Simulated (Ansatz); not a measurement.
Crystal: Cu.

```xyz
2
Lattice="2.5341 0.0000 0.0000 -1.2670 2.1946 0.0000 0.0000 0.0000 4.1126" Properties=species:S:1:pos:R:3 pbc="T T T"
Cu    1.2670    0.7315    3.0844
Cu    0.0000    1.4631    1.0281
```

This isn't the form of Cu at room conditions, which is fcc.

Program: Ansatz 0.2.0. Alike in all runs: no spin polarisation; cell as given; k mesh 12 × 12 × 7; cutoff (eV) 304; basis error allowed 0.001 eV/atom.

Order these runs on this cell by their pressure, lowest first.
A. level LDA; potentials or basis all-electron LAPW, scalar-relativistic; smearing gaussian 0.05 eV
B. level PBEsol; potentials or basis all-electron LAPW, inner shells corrected to Dirac's equation; smearing fermi-dirac 0.05 eV
C. level PBEsol; potentials or basis all-electron LAPW, non-relativistic; smearing fermi-dirac 0.05 eV

A (-7.9 GPa), B (-1.4 GPa), C (3.1 GPa).

Not every run made on this cell is shown here.
